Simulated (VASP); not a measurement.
# HfC (Fm-3m) in VASP: further runs, part 3 of 3

VASP 6.6.1. Earlier steps stand in the parts before.

### 6 Band structure, LDA (volume scaled by 1.08)

run.py reads:

```python
from ase.calculators.vasp import Vasp
from ase.dft.bandgap import bandgap
from ase.io import read

atoms = read('HfC.cif', primitive_cell=True, subtrans_included=False)
calc = Vasp(
    directory='calc',
    xc='lda',
    pp='LDA',
    setups='materialsproject',
    prec='Accurate',
    encut=520,
    ediff=1e-06,
    ismear=0,
    sigma=0.05,
    lreal=False,
    lasph=True,
    nelm=60,
    algo='Fast',
    isif=2,
    lwave=False,
    lcharg=True,
    lmaxmix=4,
    kpts=[10, 10, 10],
    gamma=True,
    nbands=14,
)
atoms.calc = calc

print('energy (eV):', atoms.get_potential_energy())
print('free energy (eV):', atoms.get_potential_energy(force_consistent=True))
efermi = calc.get_fermi_level()
print('Fermi level (eV):', efermi)
path = atoms.cell.bandpath(npoints=40, eps=1e-4)
print('path:', path.path)
calc.set(kpts=path.kpts, reciprocal=True, icharg=11, isym=0, lcharg=False)
calc.calculate(atoms)
print('gap on the path (eV):', bandgap(calc, efermi=efermi)[0])
print('direct gap on the path (eV):', bandgap(calc, efermi=efermi, direct=True)[0])
```

Changes to HfC.cif since step 3:

```diff
@@ -1,5 +1,5 @@
 data_HfC
-_cell_length_a 4.65000000
-_cell_length_b 4.65000000
-_cell_length_c 4.65000000
+_cell_length_a 4.77083289
+_cell_length_b 4.77083289
+_cell_length_c 4.77083289
 _cell_angle_alpha 90.00000000
```

Potentials or basis: VASP PAW LDA potentials, release 64 (Hf_pv, C).

On the command line:

```
$ python run.py
```

It took 36 s on 1 thread of Intel Xeon Platinum 8488C (Sapphire Rapids), shared host; peak memory 0.14 GiB.

Results (log left out):

```yaml
Band_gap_along_the_path: none (metal or under the smearing width)
```

Levels at the corners of the path, in eV from the Fermi level:
```tsv
point	band 3	band 4	band 5	band 6	band 7	band 8	band 9	band 10	band 11	band 12
Γ	-29.82	-11.82	0.92	0.92	0.92	1.21	1.21	1.21	3.02	3.02
X	-30.00	-9.95	-2.61	-1.64	-0.18	-0.18	4.74	5.96	5.96	7.36
W	-30.01	-9.31	-2.86	-2.64	-2.64	3.33	3.33	5.97	6.24	7.33
K	-29.96	-9.38	-3.38	-2.69	-1.59	1.40	5.13	5.53	7.27	7.50
Γ	-29.82	-11.82	0.92	0.92	0.92	1.21	1.21	1.21	3.02	3.02
L	-29.88	-8.42	-5.84	-2.80	-2.80	4.71	4.71	5.15	6.20	10.30
U	-29.96	-9.38	-3.38	-2.69	-1.59	1.40	5.13	5.53	7.27	7.50
W	-30.01	-9.31	-2.86	-2.64	-2.64	3.33	3.33	5.97	6.24	7.33
L	-29.88	-8.42	-5.84	-2.80	-2.80	4.71	4.71	5.15	6.20	10.30
K	-29.96	-9.38	-3.38	-2.69	-1.59	1.40	5.13	5.53	7.27	7.50
U	-29.96	-9.38	-3.38	-2.69	-1.59	1.40	5.13	5.53	7.27	7.50
X	-30.00	-9.95	-2.61	-1.64	-0.18	-0.18	4.74	5.96	5.96	7.36
```

Caveat: the log is that of the step along the path at fixed density, whose energy, stress, charges and moments have no meaning; spin-orbit coupling is left out, which moves the levels of the heavy elements.

### 7 For comparison

An earlier run on the cell as given: functional PBE; potentials or basis VASP PAW PBE potentials, release 64 (Hf_pv, C); cutoff 520 eV; k mesh 10 × 10 × 10; occupations fermi-dirac, width 0.05 eV; no spin polarisation.

* Pressure: -0.4 GPa
* Band gap on the k mesh: none (metal or under the smearing width)

### 8 Overview

| task | level | potentials or basis | spin | U | cell | k mesh | smearing | grid for exact exchange (PRECFOCK) | exchange at q = 0 | mesh quality | gap on the mesh (eV) | pressure (GPa) |
| --- | --- | --- | --- | --- | --- | --- | --- | --- | --- | --- | --- | --- |
| band structure | r2SCAN0 | VASP PAW PBE potentials, release 64 (Hf_pv, C) | off | - | as given | 5 × 5 × 5 | fermi-dirac 0.05 eV | Normal | truncated | coarse | - | -5.0 |
| optical spectrum | LDA+U | VASP PAW LDA potentials, release 64 (Hf_pv, C) | collinear, zero start | Hf d U = 5 eV | as given | 6 × 6 × 6 | gaussian 0.1 eV | - | - | not flagged | none | 6.3 |
| electric field gradients | PBE+U | VASP PAW PBE potentials, release 54 (Hf_pv, C) | SOC, no magnetisation | Hf d U = 5.3 eV | as given | 7 × 7 × 7 | gaussian 0.1 eV | - | - | not flagged | - | 18.7 |
| band structure | LDA | VASP PAW LDA potentials, release 64 (Hf_pv, C) | off | - | volume scaled by 1.08 | 10 × 10 × 10 | gaussian 0.05 eV | - | - | not flagged | - | - |
| single point | PBE | VASP PAW PBE potentials, release 64 (Hf_pv, C) | off | - | as given | 10 × 10 × 10 | fermi-dirac 0.05 eV | - | - | not flagged | none | -0.4 |

Some of these runs hold the atoms at other places in the same cell, which the table doesn't show; runs alike in all that it shows share one row.

Alike in all rows: cutoff (eV) 520.

Caveats: some runs use coarse meshes; spin-orbit coupling is left out, which moves the levels of the heavy elements (some runs); the U is typed as a test and isn't derived for this compound (some runs); the PAW data sets were made with another functional, which shifts forces and pressure a little (some runs); spectra need much finer meshes, so this one isn't converged (some runs); independent-particle spectra lack excitons (some runs); the intraband (Drude) part of a metal's response may be missing (some runs).

Total energies depend on the potentials used, so only differences within one code and one set of settings carry meaning.
